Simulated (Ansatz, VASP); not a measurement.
## Two plane-wave programs on Bi

The input INCAR:

```
PREC = Accurate
ENCUT = 520
EDIFF = 1E-7
ISMEAR = 0
SIGMA = 0.1
LREAL = F
LASPH = T
NELM = 100
ALGO = Fast
ISIF = 2
LWAVE = F
LCHARG = F
GGA = RP
NBANDS = 14
```

The input KPOINTS:

```
regular mesh
0
Gamma
  9 9 9
```

Contents of POSCAR:

```
Bi
1.0
   -1.9814305318      1.9814305318      1.9814305318
    1.9814305318     -1.9814305318      1.9814305318
    1.9814305318      1.9814305318     -1.9814305318
Bi
1
Direct
    0.0000000000      0.0000000000      0.0000000000
```

File input.yaml:

```yaml
crystal:
  lattice:
    - [-1.9814305318, 1.9814305318, 1.9814305318]
    - [1.9814305318, -1.9814305318, 1.9814305318]
    - [1.9814305318, 1.9814305318, -1.9814305318]
  atoms:
    - { symbol: Bi, position: [0.0, 0.0, 0.0] }
hamiltonian:
  xc: rpbe
  pseudopotentials: { kind: paw }
kpoints:
  mp_grid: { grid: [9, 9, 9] }
scf:
  occupations: { method: gaussian, width: 0.1 }
output:
  forces: true
  stress: true
  eigenvalues: true
```

This isn't the form of Bi at room conditions, which is rhombohedral.

Alike in both runs: task single point; functional RPBE; k mesh 9 × 9 × 9; occupations gaussian, width 0.1 eV; no spin polarisation.

|  | VASP | Ansatz |
| --- | --- | --- |
| version | VASP 6.6.1 | Ansatz 0.2.0 |
| potentials or method | VASP PAW PBE potentials, release 64 (Bi_d) | Ansatz PAW |
| plane-wave cutoff (eV) | 520 | 420 |
| valence electrons in the cell | 15 | 15 |

|  | VASP | Ansatz | Ansatz less VASP |
| --- | --- | --- | --- |
| gap on the k mesh at the Fermi level (eV) | none | none | - |
| pressure (GPa) | 2.2 | 2.3 | +0.04 |

A gap of «none» marks a metal or a gap that the smearing closes.

Caveats: spin-orbit coupling is left out, which moves the levels of the heavy elements; the PAW data sets were made with another functional, which shifts forces and pressure a little (VASP); the PAW data sets come from PBE, with cores solved anew for the run's functional, which leaves a small shift of forces and pressure (Ansatz).
